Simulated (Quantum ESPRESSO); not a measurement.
The system is NiO.

```
CELL_PARAMETERS angstrom
0.00000 2.24063 2.24063
2.24063 0.00000 2.24063
2.24063 2.24063 0.00000
ATOMIC_POSITIONS crystal
Ni 0.00000 0.00000 0.00000
O 0.75000 0.75000 0.75000
```

The cell was built by a generator and needn't be a form met in nature.

```yaml
Program: Quantum ESPRESSO 7.5
Task: single point
Functional: PBE
Potentials_or_basis: SSSP 1.3 efficiency PBE
Cutoff: 748 eV
Density_cutoff: 5987 eV
k_mesh: 10 × 10 × 10
Occupations: fermi-dirac, width 0.05 eV
Spin: collinear spin, ferromagnetic start
Starting_moments: "[1.0, 0.0] μB"
```

On this cell: pressure -5.2 GPa; largest force zero by symmetry; net moment 0.00 μB per cell; site moments not listed; band gap on the k mesh none (metal or under the smearing width).

The same run follows on a disturbed copy (atoms moved at random, drawn with an rms of 0.05 Å):

```
CELL_PARAMETERS angstrom
0.00000 2.24063 2.24063
2.24063 0.00000 2.24063
2.24063 2.24063 0.00000
ATOMIC_POSITIONS crystal
Ni 0.00540 0.00058 0.99651
O 0.75128 0.73005 0.75617
```

**Question.** What changes?

**Answer.** The energy (extrapolated to zero smearing) moves by -82.6 meV/atom; pressure 0.2 GPa; largest force 0.471 eV/Å; net moment 1.93 μB per cell; site moments Ni +1.46; O +0.37 μB; band gap on the k mesh none (metal or under the smearing width).

Forces in eV/Å, atoms in the order of the input:
```
Ni  -0.200  0.138 -0.403
O    0.200 -0.138  0.403
```

Stress tensor (GPa, compression positive):
```
 0.28 -2.86  0.90
-2.86  0.34 -1.38
 0.90 -1.38 -0.03
```

The energy falls, though the first cell shows no forces: that form is unstable against this distortion, unless noise or another electronic state is at work.

Caveats: semilocal functionals often make such compounds metallic where correlation or magnetic order opens a gap, which also shifts bond lengths; a cell with one magnetic atom can't hold antiferromagnetic order, which such compounds often take (some runs).
